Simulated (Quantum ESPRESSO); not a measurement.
# FeO (Wuestite) in Quantum ESPRESSO: convergence with k mesh

Input of the first run (k mesh 1 × 1 × 1); the others differ in this setting and in those tied to it:

Contents of pw.in:

```
&CONTROL
  calculation = 'scf'
  prefix = 'pwscf'
  outdir = './tmp'
  pseudo_dir = './pseudo'
  tprnfor = .true.
  tstress = .true.
  disk_io = 'nowf'
/
&SYSTEM
  ibrav = 0
  nat = 2
  ntyp = 2
  ecutwfc = 90
  nbnd = 21
  occupations = 'smearing'
  smearing = 'fd'
  degauss = 0.00734986
  nspin = 2
  starting_magnetization(1) = 0.1875
  starting_magnetization(2) = 0
/
&ELECTRONS
  conv_thr = 4d-10
  electron_maxstep = 120
  mixing_beta = 0.3
/
ATOMIC_SPECIES
Fe    55.8450 Fe.upf
O     15.9990 O.upf
CELL_PARAMETERS angstrom
   0.0000000000    2.1554000000    2.1554000000
   2.1554000000    0.0000000000    2.1554000000
   2.1554000000    2.1554000000    0.0000000000
ATOMIC_POSITIONS crystal
Fe     0.0053930000   -0.0078200000    0.0047140000
O      0.4721410000    0.4765320000    0.5449270000
K_POINTS automatic
1 1 1 0 0 0
```

Potentials or basis: PseudoDojo 0.4.1 SR LDA standard.

Launch:

```sh
$ OMP_NUM_THREADS=1 pw.x -in pw.in > pw.out
```

The cell isn't the ideal one: atoms moved at random, drawn with an rms of 0.1 Å.

Hardware: 1 thread of Arm Neoverse V2, with other jobs on the host.

**Question.** The values tried are 1 × 1 × 1, 2 × 2 × 2, 3 × 3 × 3, 4 × 4 × 4, 5 × 5 × 5, 6 × 6 × 6, loosest first. From which on does the absolute moment stay within 0.02 μB of the tightest run that finished?

**Answer.** From 4 × 4 × 4 on.

```csv
k mesh,"energy less the tightest run, at zero smearing (meV/atom)",pressure (GPa),largest force (eV/Å),absolute moment (μB),SCF cycles,CPU time (s),peak memory (GiB)
1 × 1 × 1,3866.04,3.04,9.205,4.01,17,2,0.05
2 × 2 × 2,288.70,-12.82,0.629,4.00,16,12,0.06
3 × 3 × 3,60.91,-13.29,0.406,4.03,12,16,0.06
4 × 4 × 4,3.24,-14.97,0.253,3.99,13,44,0.09
5 × 5 × 5,-8.07,-14.99,0.212,4.01,12,72,0.12
6 × 6 × 6,0.00,-14.79,0.226,4.00,12,130,0.18
```

Not settled before the last step: the energy (to 1 meV/atom), the pressure (to 0.1 GPa), the largest force (to 0.005 eV/Å). Meshes of other sizes hit other points, so gaps and Fermi surfaces needn't settle smoothly. The tightest run that finished is the yardstick and may itself not be fully converged.

Caveat, for the tightest run too: the k mesh is coarse (spacing up to 0.42 Å⁻¹), so the values aren't converged; a cell with one magnetic atom can't hold antiferromagnetic order, which such compounds often take; semilocal functionals often make such compounds metallic where correlation or magnetic order opens a gap, which also shifts bond lengths.
